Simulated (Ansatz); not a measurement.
# C: convergence and cost

An exercise on one series of results from a longer session: the logs are not shown, and one member is left open.

Computed with Ansatz 0.2.0 (DFT PBE, scalar-relativistic, plane waves, PAW, unless a step's input says otherwise).

1 further run of the same task is left out (set aside as unsound or not needed).

### Starting point

The structure is orthorhombic, space group Cmme (No. 67). The conventional cell has a = 2.456 Å, b = 4.254 Å, c = 7.173 Å, α = 90.00°, β = 90.00°, γ = 90.00°. C (site symmetry m) has 3 C at 1.42 Å as nearest neighbours.

Coordinates:

```xyz
4
Lattice="1.2280 -2.1271 0.0000 1.2280 2.1271 0.0000 0.0000 0.0000 7.1733" Properties=species:S:1:pos:R:3 pbc="T T T"
C     1.2280    1.7724    5.4025
C     1.2280   -0.3547    1.7708
C     1.2280   -1.7724    1.7708
C     1.2280    0.3547    5.4025
```

Source of the structure: the Materials Project (structure only). It is taken as it stands there.

### The base input

input.yaml reads:

```yaml
crystal:
  lattice:
    - [1.22804797, -2.12706182, 0.0]
    - [1.22804797, 2.12706182, 0.0]
    - [0.0, 0.0, 7.17326776]
  atoms:
    - { symbol: C, position: [0.08337946, 0.91662054, 0.7531376] }
    - { symbol: C, position: [0.58337946, 0.41662054, 0.2468624] }
    - { symbol: C, position: [0.91662054, 0.08337946, 0.2468624] }
    - { symbol: C, position: [0.41662054, 0.58337946, 0.7531376] }
basis:
  ecutwfc: 420
kpoints:
  mp_grid: { grid: [18, 18, 6] }
hamiltonian:
  xc: pbe
scf:
  occupations: { method: gaussian, width: 0.1 }
output:
  forces: true
  stress: true
  eigenvalues: true
  populations: true
```

Its results, from an earlier run: -250.9358 eV/atom at zero smearing, pressure 3.75 GPa, largest force 0.026 eV/Å, gap on the mesh 0.02 eV, in 6 SCF cycles and 12 s.

Set-up of the first run:

input.yaml reads:

```yaml
crystal:
  lattice:
    - [1.22804797, -2.12706182, 0.0]
    - [1.22804797, 2.12706182, 0.0]
    - [0.0, 0.0, 7.17326776]
  atoms:
    - { symbol: C, position: [0.08337946, 0.91662054, 0.7531376] }
    - { symbol: C, position: [0.58337946, 0.41662054, 0.2468624] }
    - { symbol: C, position: [0.91662054, 0.08337946, 0.2468624] }
    - { symbol: C, position: [0.41662054, 0.58337946, 0.7531376] }
basis:
  ecutwfc: 150
kpoints:
  mp_grid: { grid: [18, 18, 6] }
hamiltonian:
  xc: pbe
scf:
  occupations: { method: gaussian, width: 0.1 }
output:
  forces: true
  stress: true
  eigenvalues: true
```

Launch:

```bash
$ ansatz run input.yaml --threads 1 --pin off --max-ram 2560MiB --backend cpu --events-out ev --progress --plain --runs-dir out
```

Steps of the session up to this table: Plane-wave cutoff set to 150 eV; Plane-wave cutoff set to 200 eV; Plane-wave cutoff set to 250 eV; Plane-wave cutoff: 300 eV; Plane-wave cutoff: 350 eV; Plane-wave cutoff set to 380 eV; Plane-wave cutoff set to 460 eV; Plane-wave cutoff set to 520 eV; Plane-wave cutoff: 600 eV; Plane-wave cutoff set to 700 eV; Plane-wave cutoff set to 850 eV.

One table of the session follows, with a row left open; its other results are not shown here.

It belongs to the step «The sweep of the plane-wave cutoff side by side». 

```
cutoff (eV)  ΔE (meV/atom)  pressure (GPa)  largest change of a force component (eV/Å)  gap on the mesh (eV)
        150           4305            6.59                                       0.024                  none
        200           1765           15.46                                       0.019                  none
        250            521           13.60                                       0.007                 0.012
        300            126            5.61                                       0.002                 0.029
        350              ?               ?                                           ?                     ?
        380           12.2            3.72                                       0.000                 0.024
        420           3.62            3.75                                       0.000                 0.024
        460           1.34            3.76                                       0.000                 0.024
        520           0.86            3.76                                       0.000                 0.024
        600           0.48            3.74                                       0.000                 0.024
        700           0.08            3.73                                       0.000                 0.024
        850           0.00            3.72                                       0.000                 0.024
```

**Question.** Estimate the row for cutoff (eV) = 350.

Worked estimate for «ΔE (meV/atom)». A straight line through the neighbours (300, 126) and (380, 12.2) gives 126 + (12.2 − 126) × (350 − 300) / (380 − 300) = 54.9; a parabola fitted to 4 rows on both sides gives -8.3.

**Answer.** ΔE (meV/atom): 29.6; pressure (GPa): 3.84; largest change of a force component (eV/Å): 0.001; gap on the mesh (eV): 0.024. In «ΔE (meV/atom)» the line misses by +25.3 and the parabola by -37.9.

To keep in mind: The settings are coarse, so take the values as rough. Warnings in the runs' records: cutoff below recommended.
